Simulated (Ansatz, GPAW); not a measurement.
Given: the input of a run of Ansatz 0.2.0 on TaN. The cell comes from a database or a generator and needn't be the stable form of this composition.

input.yaml

```yaml
crystal:
  lattice:
    - [0.0, 2.211323, 2.211323]
    - [2.211323, 0.0, 2.211323]
    - [2.211323, 2.211323, 0.0]
  atoms:
    - { symbol: Ta, position: [0.5, 0.5, 0.5] }
    - { symbol: "N", position: [0.0, 0.0, 0.0] }
kpoints:
  mp_grid: { grid: [10, 10, 10] }
scf:
  occupations: { method: gaussian, width: 0.03 }
hamiltonian:
  xc: pbe
  pseudopotentials: { kind: all_electron, lapw: { basis_error: 0.001 } }
output:
  forces: true
  stress: true
  eigenvalues: true
```

Potentials or basis: all-electron LAPW, scalar-relativistic.

Command:

```bash
$ ansatz run input.yaml --threads 1 --pin off --max-ram 3072MiB --backend cpu --events-out ev --progress --plain --runs-dir out
```

Task: What does the same run look like in GPAW 26.7.0 (ASE script)? Potentials or basis there: GPAW PAW data sets (gpaw-data 1.2.1), cutoff 800 eV.

Result: As run (cutoffs and basis follow the program's own potentials, and thresholds, step limits or extra output files can differ):

The input run.py:

```python
from ase import Atoms
from ase.dft.bandgap import bandgap
from ase.io import write
from ase.units import Bohr, GPa
from gpaw import GPAW, PW
from gpaw.elf import elf_from_dft_calculation

atoms = Atoms(['Ta', 'N'],
              cell=[[0.0, 2.211323, 2.211323],
                    [2.211323, 0.0, 2.211323],
                    [2.211323, 2.211323, 0.0]],
              scaled_positions=[[0.5, 0.5, 0.5],
                                [0.0, 0.0, 0.0]],
              pbc=True)

calc = GPAW(mode=PW(800),
            xc='PBE',
            kpts={'size': (10, 10, 10), 'gamma': True},
            occupations={'name': 'methfessel-paxton', 'order': 0, 'width': 0.03},
            nbands=19,
            convergence={'density': 1e-05, 'energy': 1e-05},
            maxiter=150,
            txt='gpaw.txt')
atoms.calc = calc
energy = atoms.get_potential_energy()
forces = atoms.get_forces()
stress = atoms.get_stress()
calc.write('gs.gpw')
write('result.traj', atoms)
print(f'Energy: {energy:.6f} eV')
print('Forces (eV/A):')
print(forces.round(4))
print('Stress (GPa):', (stress / GPa).round(3))
print('Fermi level:', round(calc.get_fermi_level(), 4), 'eV')
print(f'Gap: {bandgap(calc)[0]:.4f} eV, direct: {bandgap(calc, direct=True)[0]:.4f} eV')

# fields on the real-space grid
write('density.cube', atoms, data=calc.get_pseudo_density() * Bohr**3)
write('potential.cube', atoms, data=calc.get_electrostatic_potential())
write('elf.cube', atoms, data=elf_from_dft_calculation(calc).data)
```

Potentials or basis: GPAW PAW data sets (gpaw-data 1.2.1), pw.

The run is started by

```bash
$ OMP_NUM_THREADS=1 python run.py
```

Both were run:

|  | Ansatz | GPAW |
| --- | --- | --- |
| Pressure | -1.2 GPa | -1.6 GPa |

Where Ansatz's input types no cutoff or centring, it takes its own default and a Γ-centred mesh.

Pressure is positive in compression.
